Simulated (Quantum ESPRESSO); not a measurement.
# CdSe: zone-centre phonons and dielectric response under several settings

```
Cd Se
1.0
     0.00000    3.07027    3.07027
     3.07027    0.00000    3.07027
     3.07027    3.07027    0.00000
Cd Se
1 1
Direct
  0.00000 0.00000 0.00000
  0.25000 0.25000 0.25000
```

Measurements of this composition are mostly on another form, of space group No. 186.

All runs used Quantum ESPRESSO 7.5; relaxed cell; no spin polarisation; cutoff 612 eV; occupations smeared at first, fixed for the response.

| level | potentials | k mesh (s: shifted) | volume (Å³/atom) | pressure (GPa) | lowest optical mode without the field (cm⁻¹) | highest mode with the field (cm⁻¹) | ε∞ (mean) | ε0 (mean) | Born charge of atom 1 (e) | sum of the Born charges (e) |
| --- | --- | --- | --- | --- | --- | --- | --- | --- | --- | --- |
| LDA | GBRV 1.5 LDA | 4 × 4 × 4s | 27.19 | 0.1 | 176 | 206 | 8.38 | 11.5 | 2.22 | -0.03 |
| PBE | GBRV 1.5 PBE | 4 × 4 × 4s | 29.86 | 0.0 | 155 | 190 | 7.88 | 11.9 | 2.33 | -0.02 |
| AM05 | GBRV 1.5 PBE | 4 × 4 × 4s | ? | 0.0 | ? | ? | ? | ? | ? | ? |
| RPBE | GBRV 1.5 PBE | 4 × 4 × 4s | 31.12 | 0.0 | 144 | 183 | 7.56 | 12.2 | 2.37 | -0.01 |
| revPBE | GBRV 1.5 PBE | 4 × 4 × 4s | 30.77 | 0.0 | 147 | 185 | 7.64 | 12.1 | 2.36 | -0.01 |
| vdW-DF-cx | GBRV 1.5 PBE | 4 × 4 × 4s | 28.53 | 0.0 | 165 | 199 | 8.07 | 11.7 | 2.29 | -0.02 |
| LDA | GBRV 1.5 LDA | 6 × 6 × 6s | 27.19 | 0.1 | 176 | 205 | 8.42 | 11.5 | 2.22 | 0.00 |
| PBE | GBRV 1.5 PBE | 6 × 6 × 6s | 29.86 | 0.0 | 155 | 190 | 7.95 | 12.0 | 2.32 | 0.00 |
| AM05 | GBRV 1.5 PBE | 6 × 6 × 6s | 28.57 | 0.0 | 162 | 196 | 7.91 | 11.5 | 2.27 | 0.00 |
| RPBE | GBRV 1.5 PBE | 6 × 6 × 6s | 31.12 | 0.0 | 144 | 183 | 7.63 | 12.2 | 2.37 | 0.00 |
| revPBE | GBRV 1.5 PBE | 6 × 6 × 6s | 30.77 | 0.0 | 147 | 185 | 7.71 | 12.1 | 2.36 | 0.00 |
| vdW-DF-cx | GBRV 1.5 PBE | 6 × 6 × 6s | 28.53 | 0.0 | 165 | 198 | 8.12 | 11.7 | 2.29 | 0.00 |

Task: What stands in the row left open?

Result: Volume 28.57 Å³/atom; lowest optical mode without the field 162 cm⁻¹; highest mode with the field 197 cm⁻¹; ε∞ 7.87; ε0 11.5; Born charge of atom 1 2.27 e; sum of the Born charges -0.02 e.

Caveats: the potentials were made for another functional, which shifts forces and pressure (some runs).

For the row left open. Caveat: the mesh is thin for the dielectric tensor, Born charges and intensities, which usually come out too large; the potentials were made for another functional, which shifts forces and pressure.
